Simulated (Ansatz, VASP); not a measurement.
One calculation of PbSe (Clausthalite), two programs

```
Pb Se
1.0
     0.00000    2.99817    2.99817
     2.99817    0.00000    2.99817
     2.99817    2.99817    0.00000
Pb Se
1 1
Cartesian
  0.0000 0.0000 0.0000
  2.9982 2.9982 2.9982
```

Alike in both runs: task single point; functional LDA; k mesh 8 × 8 × 8; occupations fermi-dirac, width 0.05 eV; no spin polarisation.

|  | VASP | Ansatz |
| --- | --- | --- |
| version | VASP 6.6.1 | Ansatz 0.2.0 |
| potentials or method | VASP PAW LDA potentials, release 64 (Pb_d, Se) | JTH PAW LDA |
| plane-wave cutoff (eV) | 520 | 1800 |
| valence electrons in the cell | 20 | 20 |

```csv
,VASP,Ansatz,Ansatz less VASP
gap on the k mesh at the Fermi level (eV),0.06,0.04,-0.019
least direct gap on the mesh (eV),0.06,0.04,-0.019
pressure (GPa),1.4,1.3,-0.10
```

Caveats: spin-orbit coupling is left out, which as a rule narrows the gap of such compounds by several tenths of an eV.
